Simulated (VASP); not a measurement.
# A VASP 6.6.1 single-point calculation on AlN

INCAR

```
NELM = 60
ISIF = 2
EDIFF = 1E-7
NSW = 0
LWAVE = .FALSE.
GGA = PE
LCHARG = .FALSE.
SIGMA = 0.02
LASPH = .TRUE.
NBANDS = 16
LREAL = .FALSE.
IBRION = -1
ENCUT = 800
PREC = Accurate
ISMEAR = -1
IVDW = 20
```

KPOINTS

```
KPOINTS created by Atomic Simulation Environment
0
Gamma
12 12 6
0 0 0
```

POSCAR

```
Al N
 1.0000000000000000
     3.1066937601931870    0.0000000000000000    0.0000000000000000
    -1.5533468800965935    2.6904757181059007    0.0000000000000000
     0.0000000000000000    0.0000000000000000    4.8790197208999997
 Al  N
   2   2
Cartesian
  0.0000000000000001  1.7936504787372674 -0.0261923503585143
  1.5533468800965939  0.8968252393686337  2.4133175100914861
  0.0000000000000001  1.7936504787372674  1.8558247456960146
  1.5533468800965939  0.8968252393686337  4.2953346061460147
```

The recommended PBE PAW datasets give the neutral cell 16 valence electrons.

Command

```
mpirun -np 1 vasp_std
```

OSZICAR

```
N       E                     dE             d eps       ncg     rms          rms(c)
DAV:   1     0.652899553551E+02    0.65290E+02   -0.95045E+03  2432   0.127E+03
DAV:   2    -0.291590347370E+02   -0.94449E+02   -0.84219E+02  3320   0.268E+02
DAV:   3    -0.345382955173E+02   -0.53793E+01   -0.53528E+01  3312   0.663E+01
DAV:   4    -0.345834752870E+02   -0.45180E-01   -0.45175E-01  2832   0.706E+00
DAV:   5    -0.345841556646E+02   -0.68038E-03   -0.68037E-03  3352   0.890E-01    0.123E+01
DAV:   6    -0.297186331194E+02    0.48655E+01   -0.10626E+01  3096   0.279E+01    0.413E+00
DAV:   7    -0.297494475997E+02   -0.30814E-01   -0.80448E-01  2632   0.638E+00    0.297E+00
DAV:   8    -0.297422389159E+02    0.72087E-02   -0.60797E-02  2824   0.270E+00    0.583E-01
DAV:   9    -0.297370931662E+02    0.51457E-02   -0.10740E-02  3408   0.893E-01    0.254E-01
DAV:  10    -0.297377777632E+02   -0.68460E-03   -0.30316E-03  2808   0.389E-01    0.172E-01
DAV:  11    -0.297375885287E+02    0.18923E-03   -0.44926E-04  2856   0.189E-01    0.334E-02
DAV:  12    -0.297375928265E+02   -0.42978E-05   -0.25252E-05  2808   0.385E-02    0.114E-02
DAV:  13    -0.297375924035E+02    0.42303E-06   -0.61214E-06  2856   0.245E-02    0.413E-03
DAV:  14    -0.297375924031E+02    0.36130E-09   -0.39230E-07  2968   0.475E-03
   1 F= -.30966269E+02 E0= -.30966269E+02  d E =-.371571E-11
```

From OUTCAR

```
k-points           NKPTS =     76   k-points in BZ     NKDIM =     76   number of bands    NBANDS=     16

   NELECT =      16.0000    total number of electrons

   dimension x,y,z NGX =    30 NGY =   30 NGZ =   48
   dimension x,y,z NGXF=    60 NGYF=   60 NGZF=   96

  energy-cutoff  :      800.00
  volume of cell :       40.78
      direct lattice vectors                 reciprocal lattice vectors
     3.106693760  0.000000000  0.000000000     0.321885605  0.185840741  0.000000000
    -1.553346880  2.690475718  0.000000000     0.000000000  0.371681481  0.000000000
     0.000000000  0.000000000  4.879019721     0.000000000  0.000000000  0.204959204

 k-points in reciprocal lattice and weights: KPOINTS created by Atomic Simulation Env
   0.00000000  0.00000000  0.00000000       0.001
   0.08333333  0.00000000  0.00000000       0.007
   0.16666667  0.00000000  0.00000000       0.007
   0.25000000  0.00000000  0.00000000       0.007
   0.33333333  0.00000000  0.00000000       0.007
   0.41666667  0.00000000  0.00000000       0.007
   0.50000000  0.00000000  0.00000000       0.003
   0.08333333  0.08333333  0.00000000       0.007
   ...

 E-fermi :   6.9144

 k-point     1 :       0.0000    0.0000    0.0000
  band No.  band energies     occupation
      1      -8.9484      2.00000
      2      -6.6419      2.00000
      3       0.3572      2.00000
      4       5.4076      2.00000
      5       5.4076      2.00000
      6       6.1212      2.00000
      7       6.1212      2.00000
      8       6.5158      2.00000
      9      10.8242      0.00000
     10      13.0869      0.00000
     11      17.3441      0.00000
     12      17.5221      0.00000
     13      17.5221      0.00000
     14      19.6339      0.00000
     15      19.6339      0.00000
     16      20.1336      0.00000

 k-point     2 :       0.0833    0.0000    0.0000
  band No.  band energies     occupation
      1      -8.8588      2.00000
      2      -6.5933      2.00000
      3       0.4626      2.00000
      4       4.9991      2.00000
      5       5.2886      2.00000
      6       5.7202      2.00000
      7       6.1129      2.00000
      8       6.4715      2.00000
      9      11.2381      0.00000
     10      13.4513      0.00000
     11      16.8943      0.00000
     12      16.9671      0.00000
     13      17.7834      0.00000
     14      19.3924      0.00000
     15      19.7234      0.00000
     16      19.8580      0.00000

 k-point     3 :       0.1667    0.0000    0.0000
  band No.  band energies     occupation
      1      -8.5973      2.00000
      2      -6.4613      2.00000
      3       0.7733      2.00000
      4       4.0017      2.00000
      5       4.8601      2.00000
      6       5.0098      2.00000
      7       6.0566      2.00000
      8       6.3180      2.00000
      9      12.0912      0.00000
     10      14.1338      0.00000
     11      15.7479      0.00000
     12      16.2564      0.00000
     13      18.5062      0.00000
     14      18.8277      0.00000
     15      19.0299      0.00000
     16      19.2634      0.00000

 ...

  Total       0.69907     0.69907     1.60018     0.00000    -0.00000     0.00000
  in kB      27.46462    27.46462    62.86657     0.00000    -0.00000     0.00000
  external pressure =       39.27 kB  Pullay stress =        0.00 kB

 POSITION                                       TOTAL-FORCE (eV/Angst)
 -----------------------------------------------------------------------------------
      0.00000      1.79365      4.85283         0.000000      0.000000     -0.077543
      1.55335      0.89683      2.41332        -0.000000      0.000000     -0.077543
      0.00000      1.79365      1.85582        -0.000000      0.000000      0.077543
      1.55335      0.89683      4.29533         0.000000     -0.000000      0.077543
 -----------------------------------------------------------------------------------
    total drift:                               -0.000000     -0.000000      0.000090

  FREE ENERGIE OF THE ION-ELECTRON SYSTEM (eV)
  ---------------------------------------------------
  free  energy   TOTEN  =       -30.9662690546 eV

  energy  without entropy=      -30.9662690546  energy(sigma->0) =      -30.96626905
```

It converged. Results: gap between bands v and c on the k mesh 4.31 eV; least direct gap on the k mesh 4.31 eV; pressure 3.9 GPa; largest force 0.08 eV/Å. Band v is the last that the valence electrons fill when counted band by band, and c is the next.

For comparison, a separate PBE run of the intended cell, on usual settings and not on those above, gives a gap of 4.31 eV on its mesh and a pressure of 8.5 GPa.

The run above took about 80 s on one core of a shared host (Intel Xeon Platinum 8488C) and held 0.24 GiB at most.
